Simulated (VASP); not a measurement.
# BaTiO3 (P4mm) in VASP: further runs, part 2 of 2

VASP 6.6.1. Earlier steps stand in the parts before.

## (4) Relaxation of cell and atoms, r2SCAN

INCAR reads:

```
SYSTEM = BaTiO3
  PREC = Accurate
  ENCUT = 600
  EDIFF = 1E-6
  ISMEAR = 0
  SIGMA = 0.03
  LREAL = .False.
  LASPH = .True.
  NELM = 80
  ALGO = Normal
  ISIF = 3
  LWAVE = .False.
  LCHARG = .False.
  METAGGA = R2SCAN
  LMIXTAU = .True.
  IBRION = 2
  NSW = 90
  EDIFFG = -0.01
  KPAR = 2
```

KPOINTS reads:

```
regular mesh
0
Gamma
  8 8 8
  0 0 0
```

POSCAR reads:

```
BaTiO3
1.0
    3.9998000000      0.0000000000      0.0000000000
    0.0000000000      3.9998000000      0.0000000000
    0.0000000000      0.0000000000      4.0180000000
Ba Ti O
1 1 3
Direct
    0.0000000000      0.0000000000      0.0000000000
    0.5000000000      0.5000000000      0.4900000000
    0.5000000000      0.5000000000      0.0190000000
    0.5000000000      0.0000000000      0.5170000000
    0.0000000000      0.5000000000      0.5170000000
```

Potentials or basis: VASP PAW PBE potentials, release 64 (Ba_sv, Ti_sv, O).

Started as:

```
cat potpaw_PBE.64/Ba_sv/POTCAR potpaw_PBE.64/Ti_sv/POTCAR potpaw_PBE.64/O/POTCAR > POTCAR
mpirun -np 2 vasp_std > vasp.out
```

OUTCAR:

```text
SYSTEM = BaTiO3
   PREC = Accurate
   ENCUT = 600
   EDIFF = 1E-6
   ISMEAR = 0
   LREAL = .False.
   LASPH = .True.
   NELM = 80
   ISIF = 3
   METAGGA = R2SCAN
   IBRION = 2
   NSW = 90
   EDIFFG = -0.01

 ion  position               nearest neighbor table
   1  0.000  0.000  0.000-   4 2.79   5 2.79   5 2.79   4 2.79   3 2.83   3 2.83   3 2.83   3 2.83
                             4 2.88   5 2.88   5 2.88   4 2.88   2 3.45   2 3.45   2 3.45   2 3.45
   2  0.500  0.500  0.490-   3 1.89   4 2.00   5 2.00   4 2.00   5 2.00   3 2.13   1 3.45   1 3.45
                             1 3.45   1 3.45   1 3.49   1 3.49   1 3.49   1 3.49
   3  0.500  0.500  0.019-   2 1.89   2 2.13   1 2.83   1 2.83   1 2.83   1 2.83
   4  0.500  0.000  0.517-   2 2.00   2 2.00   1 2.79   1 2.79   1 2.88   1 2.88
   5  0.000  0.500  0.517-   2 2.00   2 2.00   1 2.79   1 2.79   1 2.88   1 2.88

  LATTYP: Found a simple tetragonal cell.
 ALAT       =     3.9998000000
 C/A-ratio  =     1.0045502275

[... 390 lines left out ...]
  ext. energy  EPLUGINS =         0.00000000
  ---------------------------------------------------
  free energy    TOTEN  =       -74.27072314 eV

  energy without entropy =      -74.27072314  energy(sigma->0) =      -74.27072314

 E-fermi :   3.8005     XC(G=0): -11.7880

 val. band max:        3.5212488860   @ k =   0.5000   0.5000   0.5000
 cond. band min:       5.7017054882   @ k =   0.0000   0.0000   0.0000
 fundamental gap:      2.1804566021
 Fermi energy:         3.8005409497

 k-point     1 :       0.0000    0.0000    0.0000
  band No.  band energies     occupation
      1     -55.3317      2.00000
      2     -30.5811      2.00000
      3     -30.4816      2.00000
      4     -30.4816      2.00000
      5     -22.1870      2.00000
      6     -14.4405      2.00000
[... 637 lines left out ...]
     23       7.4663      0.00000
     24       8.4537      0.00000

 [... further k-points ...]
[... 5 lines left out ...]
  --------------------------------------------------------------------------------------
  -------------------------------------------------------------------------------------
  Total        0.0016549      0.0016549      0.0132369      0.0000000      0.0000000      0.0000000
  in kB        0.0405279      0.0405279      0.3241764      0.0000000      0.0000000      0.0000000
  external PRESSURE =       0.1350774 kB  Pullay stress =       0.0000000 kB
[... 20 lines left out ...]
  FREE ENERGIE OF THE ION-ELECTRON SYSTEM (eV)
  ---------------------------------------------------
  free  energy   TOTEN  =       -74.2707231379 eV

  energy  without entropy=      -74.2707231379  energy(sigma->0) =      -74.27072314

 reached required accuracy - stopping structural energy minimisation
```

CONTCAR:

```text
BaTiO3
   1.00000000000000
     3.9872653552947983    0.0000000000000000    0.0000000000000000
     0.0000000000000000    3.9872653552947983    0.0000000000000000
     0.0000000000000000    0.0000000000000000    4.1149707462505454
  Ba              Ti              O
     1     1     3
Direct
     0.0000000000000000    0.0000000000000000    0.9971689026408103
     0.5000000000000000    0.5000000000000000    0.4792036959588432
     0.5000000000000000    0.5000000000000000    0.0331038404906195
     0.5000000000000000    0.0000000000000000    0.5167617804548665
     0.0000000000000000    0.5000000000000000    0.5167617804548665

  0.00000000E+00  0.00000000E+00  0.00000000E+00
  0.00000000E+00  0.00000000E+00  0.00000000E+00
  0.00000000E+00  0.00000000E+00  0.00000000E+00
  0.00000000E+00  0.00000000E+00  0.00000000E+00
  0.00000000E+00  0.00000000E+00  0.00000000E+00
```

Wall time 10 min (2 MPI ranks of Intel Xeon 6975P-C (Granite Rapids), shared host); peak memory 0.31 GiB.

Results:

| Property | Result |
| --- | --- |
| Free energy | -74.2707 eV |
| Relaxed volume | 13.08 Å³/atom |
| Relaxed cell | a = 3.987 Å, b = 3.987 Å, c = 4.115 Å, α = 90.00°, β = 90.00°, γ = 90.00° |
| Space group after relaxing (to 0.05 Å) | P4mm (No. 99) |
| Energy gained by relaxing | 3.6 meV/atom |
| Ionic steps | 14 |
| Pressure after relaxing | 0.0 GPa |
| Band gap on the k mesh | 2.18 eV, indirect (least direct gap 2.66 eV) |

Forces on the atoms (eV/Å):
```
Ba   0.000  0.000  0.003
Ti   0.000  0.000  0.000
O    0.000  0.000  0.002
O    0.000  0.000 -0.003
O    0.000  0.000 -0.003
```

The path:
```csv
step,energy change (eV),largest force (eV/Å),pressure (GPa),volume (Å³)
1,0.0000,0.3061,0.98,64.28
2,-0.0077,0.2206,-0.66,65.01
3,-0.0080,0.2031,-1.04,65.18
4,-0.0126,0.1118,0.05,64.97
5,-0.0127,0.0963,0.23,64.93
6,-0.0145,0.0767,0.21,65.02
7,-0.0164,0.0971,0.19,65.19
8,-0.0165,0.1094,0.21,65.24
9,-0.0174,0.0721,-0.30,65.49
10,-0.0174,0.0648,-0.36,65.54
11,-0.0178,0.0570,0.19,65.38
12,-0.0178,0.0494,0.08,65.41
13,-0.0179,0.0173,0.00,65.42
14,-0.0179,0.0029,0.01,65.42
```

Final structure:
```yaml
crystal:
  lattice:
    - [3.98727, 0.00000, 0.00000]
    - [0.00000, 3.98727, 0.00000]
    - [0.00000, 0.00000, 4.11497]
  atoms:
    - { symbol: Ba, position: [0.00000, 0.00000, 0.99717] }
    - { symbol: Ti, position: [0.50000, 0.50000, 0.47920] }
    - { symbol: O, position: [0.50000, 0.50000, 0.03310] }
    - { symbol: O, position: [0.50000, 0.00000, 0.51676] }
    - { symbol: O, position: [0.00000, 0.50000, 0.51676] }
```

Caveat: the PAW data sets were made with another functional, which shifts forces and pressure a little; spin-orbit coupling is left out, which moves the levels of the heavy elements. A k mesh can miss the band edges.

## (5) Relaxation of cell and atoms, r2SCAN

This run uses another cell than the first one, of 13.08 Å³/atom, 1.018 times its volume.

Edit INCAR of step 4 so:

```diff
@@ -3,3 +3,3 @@
   ENCUT = 600
-  EDIFF = 1E-6
+  EDIFF = 1E-7
   ISMEAR = 0
@@ -17,3 +17,3 @@
   NSW = 90
-  EDIFFG = -0.01
+  EDIFFG = -0.005
   KPAR = 2
```

KPOINTS is that of step 4.

POSCAR reads:

```
BaTiO3                                  
1.0
    3.9872653553      0.0000000000      0.0000000000
    0.0000000000      3.9872653553      0.0000000000
    0.0000000000      0.0000000000      4.1149707463
  Ba              Ti              O             
     1     1     3
Direct
     0.0000000000000000    0.0000000000000000    0.9971689026408103
     0.5000000000000000    0.5000000000000000    0.4792036959588432
     0.5000000000000000    0.5000000000000000    0.0331038404906195
     0.5000000000000000    0.0000000000000000    0.5167617804548665
     0.0000000000000000    0.5000000000000000    0.5167617804548665
```

Started as:

```
cat potpaw_PBE.64/Ba_sv/POTCAR potpaw_PBE.64/Ti_sv/POTCAR potpaw_PBE.64/O/POTCAR > POTCAR
mpirun -np 2 vasp_std > vasp.out
```

Wall time 2.3 min (2 MPI ranks of Intel Xeon 6975P-C (Granite Rapids), shared host); peak memory 0.3 GiB.

The run converged. Its results:

```yaml
Free_energy: -74.2732 eV
Pressure_after_relaxing: 0.0 GPa
Largest_force_after_relaxing: 0.004 eV/Å
Band_gap_on_the_k_mesh: 2.18 eV, indirect (least direct gap 2.66 eV)
```

Forces in eV/Å, atoms in the order of the input:
```
Ba   0.000  0.000  0.001
Ti   0.000  0.000  0.004
O    0.000  0.000  0.003
O    0.000  0.000 -0.004
O    0.000  0.000 -0.004
```

Final structure:
```
Ba Ti O
1.0
     3.98727    0.00000    0.00000
     0.00000    3.98727    0.00000
     0.00000    0.00000    4.11497
Ba Ti O
1 1 3
Direct
  0.00000 0.00000 0.99717
  0.50000 0.50000 0.47920
  0.50000 0.50000 0.03310
  0.50000 0.00000 0.51676
  0.00000 0.50000 0.51676
```

Levels at points of the mesh, in eV from the valence-band top:
```tsv
k point	band 16	band 17	band 18	band 19	band 20	band 21	band 22	band 23	band 24
(0.00, 0.00, 0.00)	-1.54	-1.28	-0.68	-0.48	-0.48	2.18	2.61	2.61	4.29
(0.50, 0.00, 0.00)	-1.98	-1.93	-1.71	-1.35	-1.17	2.71	3.85	3.92	4.36
(0.50, 0.50, 0.00)	-2.90	-2.00	-1.11	-1.11	-0.07	3.95	3.95	4.33	4.74
(0.00, 0.00, 0.50)	-2.09	-2.03	-1.99	-0.76	-0.76	2.31	3.84	3.84	4.28
(0.50, 0.00, 0.50)	-2.66	-1.87	-1.09	-1.03	-0.39	3.85	3.88	4.21	5.16
(0.50, 0.50, 0.50)	-2.58	-2.58	-0.31	-0.31	0.00	4.45	4.45	4.52	6.83
```

Caveat: the relaxation stopped at its first step, so nothing moved; the PAW data sets were made with another functional, which shifts forces and pressure a little; spin-orbit coupling is left out, which moves the levels of the heavy elements. A k mesh can miss the band edges.

## (6) Relaxation of cell and atoms, r2SCAN

INCAR reads:

```
PREC = Accurate ; ENCUT = 600
EDIFF = 1E-6 ; ISMEAR = 0
SIGMA = 0.03 ; LREAL = F
LASPH = T ; NELM = 80
ALGO = Normal ; ISIF = 3
LWAVE = F ; LCHARG = F
METAGGA = R2SCAN ; LMIXTAU = T
IBRION = 2 ; NSW = 90
EDIFFG = -0.01 ; KPAR = 2
```

KPOINTS reads:

```
Automatic mesh
0
Gamma
  8 8 8
```

POSCAR reads:

```
BaTiO3
1.0
    3.9998000000      0.0000000000      0.0000000000
    0.0000000000      3.9998000000      0.0000000000
    0.0000000000      0.0000000000      4.0180000000
Ba Ti O
1 1 3
Direct
    0.0000000000      0.0000000000      0.0000000000
    0.5000000000      0.5000000000      0.4900000000
    0.5000000000      0.5000000000      0.0190000000
    0.5000000000      0.0000000000      0.5170000000
    0.0000000000      0.5000000000      0.5170000000
```

Potentials or basis: VASP PAW PBE potentials, release 64 (Ba_sv, Ti_sv, O).

Started as:

```
cat potpaw_PBE.64/Ba_sv/POTCAR potpaw_PBE.64/Ti_sv/POTCAR potpaw_PBE.64/O/POTCAR > POTCAR
mpirun -np 2 vasp_std > vasp.out
```

Wall time 19 min (2 MPI ranks of Intel Xeon Platinum 8259CL at 2.50GHz (Skylake/Cascade Lake), shared host); peak memory 0.3 GiB.

The run converged. Its results:

| Property | Result |
| --- | --- |
| Free energy | -74.2707 eV |
| Relaxed volume | 13.08 Å³/atom |
| Relaxed cell | a = 3.987 Å, b = 3.987 Å, c = 4.115 Å, α = 90.00°, β = 90.00°, γ = 90.00° |
| Space group after relaxing (to 0.05 Å) | P4mm (No. 99) |
| Energy gained by relaxing | 3.6 meV/atom |
| Ionic steps | 14 |
| Pressure after relaxing | 0.0 GPa |
| Band gap on the k mesh | 2.18 eV, indirect (least direct gap 2.66 eV) |

Forces in eV/Å, atoms in the order of the input:
```
Ba   0.000  0.000  0.003
Ti   0.000  0.000  0.000
O    0.000  0.000  0.002
O    0.000  0.000 -0.003
O    0.000  0.000 -0.003
```

Step by step:
| step | energy change (eV) | largest force (eV/Å) | pressure (GPa) | volume (Å³) |
| --- | --- | --- | --- | --- |
| 1 | 0.0000 | 0.3061 | 0.98 | 64.28 |
| 2 | -0.0077 | 0.2206 | -0.66 | 65.01 |
| 3 | -0.0080 | 0.2031 | -1.04 | 65.18 |
| 4 | -0.0126 | 0.1118 | 0.05 | 64.97 |
| 5 | -0.0127 | 0.0963 | 0.23 | 64.93 |
| 6 | -0.0145 | 0.0767 | 0.21 | 65.02 |
| 7 | -0.0164 | 0.0971 | 0.19 | 65.19 |
| 8 | -0.0165 | 0.1094 | 0.21 | 65.24 |
| 9 | -0.0174 | 0.0721 | -0.30 | 65.49 |
| 10 | -0.0174 | 0.0648 | -0.36 | 65.54 |
| 11 | -0.0178 | 0.0570 | 0.19 | 65.38 |
| 12 | -0.0178 | 0.0494 | 0.08 | 65.41 |
| 13 | -0.0179 | 0.0173 | 0.00 | 65.42 |
| 14 | -0.0179 | 0.0029 | 0.01 | 65.42 |

Final structure:
```xyz
5
Lattice="3.9873 0.0000 0.0000 0.0000 3.9873 0.0000 0.0000 0.0000 4.1150" Properties=species:S:1:pos:R:3 pbc="T T T"
Ba    0.0000    0.0000    4.1033
Ti    1.9936    1.9936    1.9719
O     1.9936    1.9936    0.1362
O     1.9936    0.0000    2.1265
O     0.0000    1.9936    2.1265
```

Levels at points of the mesh, in eV from the valence-band top:
```
           k point  band 16  band 17  band 18  band 19  band 20  band 21  band 22  band 23  band 24
(0.00, 0.00, 0.00)    -1.54    -1.28    -0.68    -0.48    -0.48     2.18     2.61     2.61     4.29
(0.50, 0.00, 0.00)    -1.98    -1.93    -1.71    -1.35    -1.17     2.71     3.85     3.92     4.36
(0.50, 0.50, 0.00)    -2.90    -2.00    -1.11    -1.11    -0.07     3.95     3.95     4.33     4.73
(0.00, 0.00, 0.50)    -2.09    -2.03    -1.99    -0.76    -0.76     2.31     3.84     3.84     4.28
(0.50, 0.00, 0.50)    -2.66    -1.87    -1.09    -1.03    -0.39     3.85     3.88     4.21     5.15
(0.50, 0.50, 0.50)    -2.58    -2.58    -0.31    -0.31     0.00     4.44     4.44     4.52     6.83
```

Caveat: the PAW data sets were made with another functional, which shifts forces and pressure a little; spin-orbit coupling is left out, which moves the levels of the heavy elements.
